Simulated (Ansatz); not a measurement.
# BaTiO3 (Barioperovskite) (Amm2) in Ansatz: single point with HSE06

Aim: the single point of BaTiO3 (Barioperovskite) with HSE06.

Program: Ansatz 0.2.0. These are calculated values, not measurements. Logs are shortened: lines on timing, memory, paths and dates and some standing lists are left out, and cuts for length are marked.

### 1 The structure

It takes space group Amm2 (No. 38, orthorhombic). Conventional cell: a = 3.986 Å, b = 5.674 Å, c = 5.690 Å, α = 90.00°, β = 90.00°, γ = 90.00°. Ba (site symmetry mm2) is surrounded by 12 O at 2.77 to 2.92 Å. Ti (site symmetry mm2) is surrounded by 6 O at 1.93 to 2.09 Å. O (site symmetry m) is surrounded by 2 Ti at 1.93 to 2.09 Å. Around O (site symmetry mm2) lie 2 Ti at 2.00 Å.

### 2 Single point, HSE06

Contents of input:

```
crystal:
  lattice:
    - [3.9855, 0.0, 0.0]
    - [0.0, 2.8369, 2.84515]
    - [0.0, -2.8369, 2.84515]
  atoms:
    - { symbol: Ba, position: [0.0, 0.0, 0.0] }
    - { symbol: Ti, position: [0.5, 0.5124, 0.5124] }
    - { symbol: O, position: [0.5, 0.99184, 0.50524] }
    - { symbol: O, position: [0.5, 0.50524, 0.99184] }
    - { symbol: O, position: [0.0, 0.4874, 0.4874] }
hamiltonian:
  xc: hse06
  pseudopotentials: { kind: paw }
kpoints:
  mp_grid: { grid: [6, 6, 6] }
scf:
  occupations: { method: fermi_dirac, width: 0.05 }
output:
  forces: true
  stress: true
  eigenvalues: true
```

Potentials or basis: Ansatz PAW.

The log of the run:

```text
Warning: output.stress: scf.convergence.dr2_threshold = 1e-7 eV (the SCF's general default) is looser than the 5e-10 eV advised for a printed stress (1e-10 eV for each atom of the cell: 5). What an SCF threshold leaves in a stress goes as its square root, and in the free energy as the threshold itself, and one threshold admits the most on a small cell: of the crystals measured, under no hybrid functional and no lock of the moments, on runs that ended without the residual-converged pass, on stresses that held no estimate of that error, the worst erred by over 100 MPa in a component at 1e-7 eV an atom and by under 5 at 1e-10. Set scf.convergence.dr2_threshold to 5e-10 eV or tighter. The threshold is an SCF's pass mark: one that does not reach it within its budget of iterations ends unconverged, or closes short of it on a stop that the run arms, and scf.convergence.dr2_threshold's page says what that costs each kind of run
Warning: output.stress: scf.exx.energy_threshold = 1e-6 eV is looser than the 5e-8 eV advised for a stress under a hybrid functional (1e-8 eV for each atom of the cell: 5). Every SCF of the exchange loop can meet its threshold on dr2 while the loop round them stops early: no threshold on dr2 bounds what that leaves in the stress. Set scf.exx.energy_threshold to 5e-8 eV or tighter. The threshold is the loop's pass mark: a loop that does not reach it within its budget of cycles ends unconverged, and scf.exx.energy_threshold's page has the law
GPUs: using 1 of 1 available (devices: 1).
Engine: ansatz 0.2.0, x86_64-unknown-linux-gnu
Pseudopotentials: kind: paw
Pseudopotential: Ba, paw, valence charge 10, recommended cutoff 420 eV (normal), Ba.paw.azcp
Pseudopotential: Ti, paw, valence charge 12, recommended cutoff 420 eV (normal), Ti.paw.azcp
Pseudopotential: O, paw, valence charge 6, recommended cutoff 420 eV (normal), O.paw.azcp
Functional definition: HSE06
  parameter a = 0.25
  parameter omega = 0.11/bohr
  exchange = pbe_x - a*pbe_x_sr(omega) + a*exact_x_sr(omega)
  correlation = pbe_c
device memory: the entry about to start is reckoned to put 1.3 GiB on a device that reports 78.6 GiB free (of which the cap on the GPU budget leaves the run 18.0 GiB)
GPU FFT provider: cuFFT
GPU libraries: cuBLAS 13.8.2, cuFFT 12.4.0, cuSOLVER 12.3.4
Crystal: 5 atoms, lattice volume = 64.337 Å³
Basis set: ecut = 420 eV, 1249 PW (Γ), exchange–correlation on 54×54×54 points (8 copies of the dense FFT grid, shifted against one another)
Bands: 25, of which v1, the nominal top of the filled ones, is band 20 counted from 1 (19 counted from 0)
Symmetry: 4 space group operations
Space group: Amm2 (ITA 38), of the structure as read, at distance tolerance 4.0e-5 Å
k-points: 52 of 216 (time reversal used)
Non-local potential: Ba, projectors of the file, l = 0: 3, l = 1: 2, l = 2: 2, l = 3: 2
Non-local potential: Ti, projectors of the file, l = 0: 3, l = 1: 2, l = 2: 3, l = 3: 1
Non-local potential: O, projectors of the file, l = 0: 2, l = 1: 2, l = 2: 1
PAW form: soft (Blöchl's): semilocal exchange-correlation on the pseudo side does not see the compensation charge
PAW frozen core: Ba, regenerated for the run's functional, and the local potential with it (the file was generated under x = pbe(κ = 0.804, μ = 0.2195149727645171), c = pbe(β = 0.06672455060314922))
PAW frozen core: Ti, regenerated for the run's functional, and the local potential with it (the file was generated under x = pbe(κ = 0.804, μ = 0.2195149727645171), c = pbe(β = 0.06672455060314922))
PAW frozen core: O, regenerated for the run's functional, and the local potential with it (the file was generated under x = pbe(κ = 0.804, μ = 0.2195149727645171), c = pbe(β = 0.06672455060314922))
PAW one-centre angular grid: Ba, 194 points (default); XC on 64 Gauss nodes
PAW one-centre angular grid: Ti, 590 points (default); XC on 64 Gauss nodes
PAW one-centre angular grid: O, 110 points (default); XC on 96 Gauss nodes
Initial density: superposition of atomic densities (neutral atoms: chi_scale 0, normalization atom), corrected by the library's trained network
Initial wavefunctions: pseudopotential atomic-orbital guess
GPU buffer pool allocated for 19683 grid points (all kernels)
GPU transforms: local potential and band sums: pruned to the plane-wave sphere, on 27×27×27
Functional: x = pbe(κ = 0.804, μ = 0.2195149727645171), c = pbe(β = 0.06672455060314922), warm-up for x = pbe(κ = 0.804, μ = 0.2195149727645171) + 0.25 (exact − pbe) at short range (hse, ω = 0.20786987370883472 Å⁻¹), c = pbe(β = 0.06672455060314922); HSE06 as pw.x's `hse` composes it (authors' and Libxc's form: `xc: wpbeh`)
SCF iter   1: F=—  HF=-10159.569813 eV  |F-HF|=—  |Δ(HF+E_count)|=         —  Δρ=1.61e-3  dr2=1.01e-3  ethr=1.77e-3  ⟨swp⟩=6.8  Hψ=6080  notcnv=0
preconditioner: auto → none  [insulator: Δε(μ)=1.898 eV  Ē_g=11.888 eV  σ=0.050 eV  W_gap=1.00  n_scr=18 (ndim 8)  ℏωp=26.2 eV  f_vac=0.000  D(μ)=0.00/eV (n_scr^D=0)]
SCF iter   2: F=—  HF=-10159.571939 eV  |F-HF|=—  |Δ(HF+E_count)|=   2.13e-3  Δρ=9.40e-4  dr2=3.99e-4  ethr=2.54e-6  ⟨swp⟩=6.3  Hψ=5264  notcnv=0  defer=18
[... 28 lines left out ...]
GPU libraries: cuBLAS 13.8.2, cuFFT 12.4.0, cuSOLVER 12.3.4
GPU buffer pool allocated for 19683 grid points (all kernels)
GPU transforms: local potential and band sums: pruned to the plane-wave sphere, on 27×27×27
Exchange kernel: α = 0.2500, screened, ω = 0.2079 Å⁻¹, Wigner–Seitz truncation, v(0) = 1046.7798 eV·Å³, q-mesh 6×6×6, nearest image of the exchange supercell L = 23.91 Å, pair-density grid 20×20×20, without the augmentation charges, whose exchange is taken in its separable form by FFT convolution over the k-point mesh (sized by the pseudopotential files, 27×27×27 at the most), smooth part of the exact exchange by density-matrix convolution in up to 7.64 GiB of GPU memory as planned if the GPU has room (build and FFT work areas not counted)
Frozen-core exchange: fock
SCF iter   1: F=—  HF=-10163.447153 eV  |F-HF|=—  |Δ(HF+E_count)|=         —  Δρ=8.84e-5  dr2=2.39e-6  ethr=1.21e-6  ⟨swp⟩=3.5  Hψ=2898  notcnv=0
preconditioner: auto → none  [insulator: Δε(μ)=3.318 eV  Ē_g=14.002 eV  σ=0.050 eV  W_gap=1.00  n_scr=18 (ndim 8)  ℏωp=26.2 eV  f_vac=0.000  D(μ)=0.00/eV (n_scr^D=0)]
SCF iter   2: F=—  HF=-10163.447157 eV  |F-HF|=—  |Δ(HF+E_count)|=   3.93e-6  Δρ=5.25e-5  dr2=1.69e-6  ethr=5.01e-9  ⟨swp⟩=4.4  Hψ=4354  notcnv=0
SCF iter   3: F=—  HF=-10163.447157 eV  |F-HF|=—  |Δ(HF+E_count)|=   3.05e-7  Δρ=2.24e-5  dr2=1.30e-7  ethr=3.91e-9  ⟨swp⟩=2.9  Hψ=2432  notcnv=0
SCF iter   4: F=—  HF=-10163.447157 eV  |F-HF|=—  |Δ(HF+E_count)|=   2.12e-7  Δρ=1.29e-5  dr2=1.39e-7  ethr=2.75e-10  ⟨swp⟩=4.8  Hψ=3945  notcnv=0  defer=3
SCF iter   5: F=—  HF=-10163.447157 eV  |F-HF|=—  |Δ(HF+E_count)|=   3.46e-8  Δρ=9.36e-7  dr2=1.39e-9  ethr=2.75e-10  ⟨swp⟩=2.8  Hψ=2401  notcnv=0
SCF iter   6: F=-10163.447157 eV  HF=-10163.447157 eV  |F-HF|=2.70e-9  |Δ(HF+E_count)|=   7.53e-9  Δρ=1.90e-6  dr2=2.91e-9  ethr=1.05e-12 (applied; sched 1.00e-12)  ⟨swp⟩=5.0  Hψ=4475  notcnv=0
SCF 3 converged in 6 iterations: F = -10163.447157 eV  dr2 = 2.91e-9
  Residual-converged pass: ⟨swp⟩=2.1  Hψ=2267  notcnv=0  max |occ|·‖R‖ = 6.9e-7 eV (tolerance 7.0e-7 eV)  dr2=2.91e-9  dr2_onsite=2.28e-10  max |Δocc| = 1.1e-22
hybrid outer 2: dexx = +2.300e-6 eV, tail = 4.46e-8 eV, Δε = 3.84e-3 eV (about 9.31e-5 eV left of the loop's levels), ΔF = 8.35e-3 eV/Å (tail 1.07e-3)
GPU FFT provider: cuFFT
GPU libraries: cuBLAS 13.8.2, cuFFT 12.4.0, cuSOLVER 12.3.4
GPU buffer pool allocated for 19683 grid points (all kernels)
GPU transforms: local potential and band sums: pruned to the plane-wave sphere, on 27×27×27
Exchange kernel: α = 0.2500, screened, ω = 0.2079 Å⁻¹, Wigner–Seitz truncation, v(0) = 1046.7798 eV·Å³, q-mesh 6×6×6, nearest image of the exchange supercell L = 23.91 Å, pair-density grid 20×20×20, without the augmentation charges, whose exchange is taken in its separable form by FFT convolution over the k-point mesh (sized by the pseudopotential files, 27×27×27 at the most), smooth part of the exact exchange by density-matrix convolution in up to 7.64 GiB of GPU memory as planned if the GPU has room (build and FFT work areas not counted)
Frozen-core exchange: fock
SCF iter   1: F=—  HF=-10163.447157 eV  |F-HF|=—  |Δ(HF+E_count)|=         —  Δρ=3.28e-6  dr2=3.02e-9  ethr=5.58e-10  ⟨swp⟩=8.0  Hψ=3332  notcnv=0
SCF iter   2: F=-10163.447157 eV  HF=-10163.447157 eV  |F-HF|=8.26e-10  |Δ(HF+E_count)|=  4.91e-10  Δρ=1.27e-6  dr2=1.28e-9  ethr=6.50e-12  ⟨swp⟩=3.9  Hψ=3245  notcnv=0
SCF 4 converged in 2 iterations: F = -10163.447157 eV  dr2 = 1.28e-9
  Residual-converged pass: ⟨swp⟩=3.1  Hψ=3187  notcnv=0  max |occ|·‖R‖ = 1.3e-6 eV (tolerance 1.3e-6 eV)  dr2=1.28e-9  dr2_onsite=1.19e-10  max |Δocc| = 1.7e-24
hybrid outer 3: dexx = +1.262e-9 eV, tail = 2.82e-9 eV, Δε = 9.64e-5 eV (about 2.76e-5 eV left of the loop's levels), ΔF = 1.03e-4 eV/Å (tail 1.76e-4)
hybrid SCF converged: 3 outer / 16 inner (+3 warm-up), last move |dexx| = 1.26e-9 eV, tail = 2.82e-9 eV
Stability not checked: this state was not tested for a lower state beside it, because the functional holds exact exchange (a hybrid, or Hartree-Fock), whose exchange loop this test does not read (fock_operator; see scf.lower_state_search)
Free energy (F): -10163.447157 eV
Frozen-core exchange: fock
Harris-Foulkes:  -10163.447157 eV  (|F-HF|=8.26e-10)
Internal energy: -10163.447157 eV  (E = F + TS)
E sigma→0 (E₀):  -10163.447157 eV
Fermi energy:    10.927351 eV
--- Per-component energies (eV) ---
  E_band       = -225.019271
  E_kinetic    = 971.898613
  E_local      = -2090.910784  (includes V_loc(G=0)·N_el)
  E_nonlocal   = 196.352366
  E_hartree    = 814.034018
  E_xc         = -395.301990
  E_vxc        = -436.361293  (∫ρ·V_xc dr)
  E_exx        = -116.965249  (= α·E_x^exact, valence–valence)
  E_paw        = -6726.904407  (= ΣΔE_a)
  E_vpaw       = -260.142596  (= ΣTr[D̂ρ^β])
  E_aug_tail   = 0.007349  (compensation charges beyond the density's cutoff)
  E_ewald      = -2815.256928
  E_core_change = -0.400145  (= ΣΔE_core)
  E_smearing   = -0.000000  (= −TS)
  E_closure    = 0.000001  (closes the sum)
  Σ components = -10163.447157   (vs F -10163.447157, Δ=1.82e-12)
--- Forces (eV/Å), atoms counted from 1 ---
  atom   1  Ba    -0.00000000     0.00000000     0.16434194
  atom   2  Ti    -0.00000000     0.00000000     0.32678851
  atom   3  O     -0.00000000    -0.12528236    -0.38360536
  atom   4  O     -0.00000000     0.12528236    -0.38360536
  atom   5  O     -0.00000000     0.00000000     0.27607547
  max |Σ_I F_I| component: 4.79e-6 eV/Å
--- Stress (GPa, compression-positive) ---
       -2.952776       0.000000       0.000000
        0.000000      -2.900366      -0.000000
        0.000000      -0.000000      -3.555007
  P = ⅓ Tr σ = -3.1360 GPa (-31.360 kbar)
--- Band table (eV; the first three rows and the last of 52) ---
  k-point 0: bands = ["-51.6345", "-26.2174", "-26.2157", "-26.1998", "-16.7591", "-9.2222", "-8.5407", "-8.5223", "-0.9451", "-0.9393", "-0.9201", "6.7272", "6.7309", "6.7374", "7.9280", "7.9854", "8.0427", "8.9485", "9.0297", "9.0750", "12.5535", "12.6132", "12.7612", "14.6793", "14.7301"]
  k-point 1: bands = ["-51.6344", "-26.2290", "-26.2156", "-26.1990", "-16.7246", "-9.2425", "-8.5298", "-8.4903", "-0.8947", "-0.8710", "-0.8234", "6.2594", "6.6497", "6.6573", "7.6249", "7.7347", "7.8978", "8.4226", "8.7945", "8.8991", "12.6722", "13.0889", "13.1590", "14.7172", "15.4108"]
  k-point 2: bands = ["-51.6340", "-26.2537", "-26.2139", "-26.1973", "-16.6539", "-9.3688", "-8.5041", "-8.3259", "-0.7939", "-0.7682", "-0.5866", "5.3389", "6.4045", "6.4140", "7.2251", "7.4099", "7.5248", "7.6391", "8.5274", "8.6048", "12.7536", "13.9719", "14.0178", "14.7183", "16.4385"]
  k-point 51: bands = ["-51.6324", "-26.2581", "-26.2567", "-26.2457", "-16.4511", "-8.2923", "-8.2835", "-8.2585", "-1.7529", "-1.7135", "-1.7064", "4.3294", "5.0842", "5.1141", "6.7476", "6.7631", "6.7747", "9.1815", "9.2226", "9.2360", "15.1359", "15.1883", "15.2038", "17.5378", "17.5944"]
```

Run time: 42 s. Hardware: 1 × NVIDIA H100 80GB HBM3 with 2 threads of AMD EPYC 7R13 (Zen 3), shared host; peak memory 4.5 GiB.

Results:

```yaml
Free_energy: -10163.4472 eV
Pressure: -3.1 GPa
Largest_force: 0.404 eV/Å
Band_gap_on_the_k_mesh: 3.32 eV, indirect (least direct gap 3.48 eV)
```

Forces on the atoms (eV/Å):
```
Ba   0.000  0.000  0.164
Ti   0.000  0.000  0.327
O    0.000 -0.125 -0.384
O    0.000  0.125 -0.384
O    0.000  0.000  0.276
```

Levels at points of the mesh, in eV from the valence-band top:
```
              k point  band 17  band 18  band 19  band 20  band 21  band 22  band 23  band 24
   (0.00, 0.00, 0.00)    -1.19    -0.29    -0.21    -0.16     3.32     3.38     3.53     5.44
  (0.00, 0.00, -0.50)    -1.92    -1.73    -0.83    -0.76     3.55     5.16     5.19     5.48
 (0.00, -0.50, -0.50)    -1.82    -0.94    -0.89    -0.11     5.18     5.25     5.70     6.41
  (-0.50, 0.00, 0.00)    -1.88    -1.80    -0.85    -0.80     3.51     5.13     5.23     5.42
 (-0.50, 0.00, -0.50)    -1.89    -0.91    -0.90    -0.05     5.20     5.21     5.70     6.27
(-0.50, -0.50, -0.50)    -2.46    -0.05    -0.01     0.00     5.90     5.95     5.97     8.30
```

Caveat: the pressure holds a Pulay correction of +0.4 GPa for the finite cutoff; spin-orbit coupling is left out, which moves the levels of the heavy elements; the PAW data sets come from PBE, with cores solved anew for the run's functional, which leaves a small shift of forces and pressure; the thresholds are loose for stress. A k mesh can miss the band edges.
